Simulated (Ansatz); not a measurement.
All numbers below come from DFT PBE, scalar-relativistic, plane waves, PAW (Ansatz). The final run on the 10-atom cell used 420 eV, a Γ-centred 6×6×4 mesh, 0.02 eV smearing and no spin polarisation.

Formation energies are uncorrected and count from the elements' standard states at the same level.

Q: Give a relaxed trial structure of a hexagonal wide-gap insulator that holds Ba and 2 more elements, with a gap near 3.0 eV, a formation energy near −2.98 eV/atom and about 17 Å³ per atom, in a cell of 10 atoms.

A: BaHfO₃, space group P6_3/mmc (No. 194). Ba is surrounded by 6 O at 2.99 Å, 6 O at 3.34 Å and 6 Hf at 3.72 Å; Hf has 6 O at 2.10 Å, 2 Hf at 2.77 Å and 6 Ba at 3.72 Å; O has 2 Hf at 2.10 Å, 2 O at 2.74 Å, 2 Ba at 2.99 Å, 6 O at 3.19–3.23 Å and 2 Ba at 3.34 Å.

```
Ba Hf O
1.0
     5.97861    0.00000    0.00000
    -2.98931    5.17763    0.00000
     0.00000    0.00000    5.53809
Ba Hf O
2 2 6
Cartesian
  0.0000 3.4518 4.1536
  2.9893 1.7259 1.3845
  0.0000 0.0000 0.0000
  0.0000 0.0000 2.7690
  2.9893 3.5933 4.1536
  1.3721 0.7922 4.1536
  4.6065 0.7922 4.1536
  0.0000 1.5844 1.3845
  1.6172 4.3855 1.3845
  -1.6172 4.3855 1.3845
```

The volume per atom is 17.14 Å³. The density is 7.05 g/cm³. The formation energy is −2.975 eV/atom and the gap on the 6×6×4 mesh of the 10-atom cell is 3.03 eV.

It was reached by relaxing an invented guess, and it needn't be the stable form of this composition. The answer needn't be unique; the calculation gave this one.

Spin–orbit coupling, which can matter for Hf, is left out. Kohn–Sham gaps at this level usually fall short of measured ones. Symmetry constrained the relaxation, so the result can be a saddle point.
